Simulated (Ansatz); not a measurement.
Method: DFT PBE, scalar-relativistic, plane waves, PAW in Ansatz 0.2.0. All cells share a 420 eV cutoff and Γ-centred k meshes spaced at most about 0.3 Å⁻¹ (about 0.25 or finer for metals, 2π included). No spin polarisation in the final relaxations.

Temperature and zero-point effects are left out. Lower structures may exist.

Question: Order these relaxed structures of ScAl3 by energy, lowest first, with the energy over the lowest of them.
A.

Space group Pm-3m (No. 221). a = 4.106 Å, b = 4.106 Å, c = 4.106 Å, α = 90.00°, β = 90.00°, γ = 90.00°
```tsv
atom	site	symmetry	x	y	z
Sc	1a	m-3m	0.0000	0.0000	0.0000
Al	3c	4/mm.m	0.5000	0.0000	0.5000
```

B.

Space group Fm-3m (No. 225). a = 6.603 Å, b = 6.603 Å, c = 6.603 Å, α = 90.00°, β = 90.00°, γ = 90.00°
| atom | site | symmetry | x | y | z |
| --- | --- | --- | --- | --- | --- |
| Sc | 4a | m-3m | 0.0000 | 0.0000 | 0.0000 |
| Al | 4b | m-3m | 0.5000 | 0.0000 | 0.0000 |
| Al | 8c | -43m | 0.2500 | 0.7500 | 0.7500 |

C.

Space group I4/mmm (No. 139). a = 4.023 Å, b = 4.023 Å, c = 8.818 Å, α = 90.00°, β = 90.00°, γ = 90.00°
```tsv
atom	site	symmetry	x	y	z
Sc	2a	4/mmm	0.0000	0.0000	0.0000
Al	4d	-4m2	0.0000	0.5000	0.2500
Al	2b	4/mmm	0.5000	0.5000	0.0000
```

Answer: A (0 meV/atom), C (90 meV/atom), B (358 meV/atom). Forms: A Cu3Au (L1_2) type, Pm-3m; C TiAl3 (D0_22) type, I4/mmm; B BiF3 (D0_3) type, Fm-3m. Counting all near atoms (those within 1.25 times the shortest distance at each site; a plus sign parts nearer from farther groups): A has Sc 12, Al 12; C has Sc 12, Al 12; B has Sc 8+6, Al 8+6.

The Pm-3m cell at 17.3 Å³/atom was relaxed from a Materials Project cell. The I4/mmm cell at 17.8 Å³/atom was relaxed from a Materials Project cell. With atoms moved at random, Pm-3m came back. Other cells relaxed within their symmetry can be saddle points. Some types were kept out of the candidates beforehand, so the set may lack a known form.
